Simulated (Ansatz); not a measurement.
Wires are cut from relaxed bulk SiC (F-43m, 10.50 Å³/atom, gap on the mesh 1.37 eV); atoms and period are relaxed, and energies count from that bulk. Caps count from half an H2 molecule.

Theory: Ansatz 0.2.0, DFT PBE, scalar-relativistic, plane waves, PAW.

Cutoff 420 eV, Gaussian smearing of 0.05 eV, energies at zero smearing, symmetry of each start kept, no spin polarisation.

```tsv
start	atoms	k mesh	excess energy (eV per host atom)	line energy (eV/Å)	period (Å)	gap on the mesh (eV)	highest filled level or Fermi level under vacuum (eV)
[111] wire, 8 host atoms a period with H caps	22	1×1×5	-0.118	-0.120	7.885	5.71	6.65
[111] wire, 12 host atoms a period with H caps	30	1×1×5	-0.093	-0.143	7.741	5.06	6.35
```

The gap is read on a mesh, which can miss the band edges, so it can be too wide.

Each run keeps its start's symmetry and one magnetic start, so lower states can exist.